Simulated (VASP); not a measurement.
# Settings for AlCo: energy along a vibration (SMASS = -2)

AlCo, Pm-3m (no. 221), atoms displaced along the mode, 2 atoms in the cell. LDA, energy along a line of displacements; PAW potentials Co, Al (LDA set). VASP 6.6.1.

Wanted: harmonic frequency within 1 %.

Space group without the displacement: Pm-3m (no. 221); Mode: optical mode at Gamma along [111].

POSCAR of the starting run:
```
AlCo
1.0
    2.8194032100      0.0000000000      0.0000000000
    0.0000000000      2.8194032100      0.0000000000
    0.0000000000      0.0000000000      2.8194032100
Co Al
1 1
Direct
    0.4948551675      0.4948551675      0.4948551675
    0.0112373655      0.0112373655      0.0112373655

    0.0036263393   0.0036263393   0.0036263393
   -0.0079206661  -0.0079206661  -0.0079206661
```

The series start from k mesh: 7 × 7 × 7; Cutoff (eV): 360; Step along the mode (Å): 0.02; Precision and projection: Accurate, reciprocal space. Each series keeps the choices made before it, and each single choice may use up half of a tolerance.

## k mesh

| k mesh | Harmonic frequency (THz) | Time (s) |
|---|---|---|
| 3 × 3 × 3 | 9.69 | 9.3 |
| 4 × 4 × 4 | 9.967 | 20 |
| 5 × 5 × 5 | 9.869 | 27 |
| 7 × 7 × 7 | 9.911 | 65 |
| 8 × 8 × 8 | 9.924 | 96 |
| 11 × 11 × 11 | 9.936 | 240 |
| 14 × 14 × 14 (reference) | 9.934 | 489 |

Chosen: 7 × 7 × 7, the loosest value from which every tighter one stays within half of the tolerance.

## Cutoff (eV)

| Cutoff (eV) | Harmonic frequency (THz) | Time (s) |
|---|---|---|
| 190 | 9.465 | 32 |
| 230 | 9.646 | 33 |
| 270 | 9.887 | 44 |
| 320 | 9.9 | 46 |
| 360 | 9.911 | 65 |
| 410 (reference) | 9.9 | 81 |

Chosen: 270.

## Precision and projection

| Precision and projection | Harmonic frequency (THz) | Time (s) |
|---|---|---|
| Accurate, reciprocal space | 9.874 | 49 |
| Normal, reciprocal space | 9.871 | 30 |
| Normal, Auto | 9.911 | 44 |

Chosen: Normal, reciprocal space, the fastest of those that stay within half of the tolerance.

Also changed on the way, by series that aren't shown: Step along the mode (Å): 0.08.

## All choices together

| Input | Harmonic frequency (THz) | Time (s) |
|---|---|---|
| defaults on a coarse mesh (naive) | 10.17 | 4.1 |
| chosen settings | 9.871 | 30 |
| reference settings throughout | 9.908 | 582 |

The tolerance is met.

## The input

INCAR:
```
  ALGO = Normal
  EDIFF = 1E-7
  ENCUT = 270
  GGA = CA
  IBRION = 0
  ISMEAR = 1
  ISPIN = 2
  ISYM = 0
  IWAVPR = 11
  KPAR = 2
  LASPH = T
  LCHARG = F
  LREAL = F
  LWAVE = F
  MAGMOM = 2 0
  NELMIN = 4
  NSW = 9
  POTIM = 1
  PREC = Normal
  SIGMA = 0.15
  SMASS = -2
```

KPOINTS:
```
Automatic mesh
0
Gamma
  7 7 7
  0 0 0
```

POSCAR:
```
AlCo
1.0
    2.8194032100      0.0000000000      0.0000000000
    0.0000000000      2.8194032100      0.0000000000
    0.0000000000      0.0000000000      2.8194032100
Co Al
1 1
Direct
    0.4794206701      0.4794206701      0.4794206701
    0.0449494620      0.0449494620      0.0449494620

    0.0145053572   0.0145053572   0.0145053572
   -0.0316826644  -0.0316826644  -0.0316826644
```

Commands:
```
cat potpaw_LDA.64/Co/POTCAR potpaw_LDA.64/Al/POTCAR > POTCAR
mpirun -np 2 vasp_std > vasp.out
```

The chosen input took VASP 6.6.1 30 s on 2 cores (AMD EPYC 7R13 (Zen 3)), a shared host.

## An input that fails: electronic threshold far too loose

It runs to its end, but against the unchanged starting input it is off by 16 % in the harmonic frequency.

Changes against the starting input:
```
- EDIFF = 1e-07
- NELMIN = 4
+ EDIFF = 0.1
```
